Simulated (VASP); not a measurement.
A run of VASP 6.6.1 is set up as follows.

Contents of POSCAR:

```
KTaO3
1.0
    3.9883000000      0.0000000000      0.0000000000
    0.0000000000      3.9883000000      0.0000000000
    0.0000000000      0.0000000000      3.9883000000
Ta K O
1 1 3
Direct
    0.0000000000      0.0000000000      0.0000000000
    0.5000000000      0.5000000000      0.5000000000
    0.0000000000      0.0000000000      0.5000000000
    0.0000000000      0.5000000000      0.0000000000
    0.5000000000      0.0000000000      0.0000000000
```

The input INCAR.step1:

```
PREC = Accurate ; ENCUT = 520
EDIFF = 1E-5 ; ISMEAR = 0
SIGMA = 0.02 ; LREAL = False
LASPH = True ; NELM = 100
ALGO = Normal ; ISIF = 2
LWAVE = True ; LCHARG = False
LMAXMIX = 4 ; GGA = PE
KPAR = 2
```

Contents of INCAR.step2:

```
PREC = Accurate ; ENCUT = 520
EDIFF = 1E-6 ; ISMEAR = 0
SIGMA = 0.02 ; LREAL = False
LASPH = True ; NELM = 100
ALGO = Normal ; ISIF = 2
LWAVE = False ; LCHARG = False
LMAXMIX = 4 ; METAGGA = MBJ
ISTART = 1 ; KPAR = 2
```

The input KPOINTS:

```
Automatic mesh
0
Gamma
  8 8 8
```

File KPOINTS_OPT:

```
path GXMGRX,MR
15
line-mode
reciprocal
 0.0000000000  0.0000000000  0.0000000000  G
 0.0000000000  0.5000000000  0.0000000000  X

 0.0000000000  0.5000000000  0.0000000000  X
 0.5000000000  0.5000000000  0.0000000000  M

 0.5000000000  0.5000000000  0.0000000000  M
 0.0000000000  0.0000000000  0.0000000000  G

 0.0000000000  0.0000000000  0.0000000000  G
 0.5000000000  0.5000000000  0.5000000000  R

 0.5000000000  0.5000000000  0.5000000000  R
 0.0000000000  0.5000000000  0.0000000000  X

 0.5000000000  0.5000000000  0.0000000000  M
 0.5000000000  0.5000000000  0.5000000000  R
```

Potentials or basis: VASP PAW PBE potentials, release 64 (Ta_pv, K_sv, O).

Command:

```console
$ cat potpaw_PBE.64/Ta_pv/POTCAR potpaw_PBE.64/K_sv/POTCAR potpaw_PBE.64/O/POTCAR > POTCAR
$ cp INCAR.step1 INCAR
$ mpirun -np 2 vasp_std > vasp.out
$ cp INCAR.step2 INCAR
$ mpirun -np 2 vasp_std > vasp.out
```

Problem. Estimate the band gap along the path.

Solution. 3.50 eV, indirect (least direct gap 4.25 eV).

Problem. What does it give for the band gap on the k mesh?

Solution. 3.50 eV, indirect (least direct gap 4.25 eV).

Levels at the corners of the path, in eV from the valence-band top:
```
point  band 15  band 16  band 17  band 18  band 19  band 20  band 21  band 22  band 23
    Γ    -0.99    -0.99    -0.74    -0.74    -0.74     3.50     3.50     3.50     7.12
    X    -2.18    -1.81    -1.29    -0.92    -0.92     3.63     6.01     6.01     7.15
    X    -2.18    -1.81    -1.29    -0.92    -0.92     3.63     6.01     6.01     7.15
    M    -2.38    -1.78    -1.29    -1.29    -0.03     6.04     6.04     7.41     8.25
    M    -2.38    -1.78    -1.29    -1.29    -0.03     6.04     6.04     7.41     8.25
    Γ    -0.99    -0.99    -0.74    -0.74    -0.74     3.50     3.50     3.50     7.12
    Γ    -0.99    -0.99    -0.74    -0.74    -0.74     3.50     3.50     3.50     7.12
    R    -3.51    -3.51     0.00     0.00     0.00     7.50     7.50     7.50     9.79
    R    -3.51    -3.51     0.00     0.00     0.00     7.50     7.50     7.50     9.78
    X    -2.18    -1.81    -1.29    -0.92    -0.92     3.63     6.01     6.01     7.15
    M    -2.38    -1.78    -1.29    -1.29    -0.03     6.04     6.04     7.41     8.25
    R    -3.51    -3.51     0.00     0.00     0.00     7.50     7.50     7.50     9.80
```

Caveat: spin-orbit coupling is left out, which moves the levels of the heavy elements.
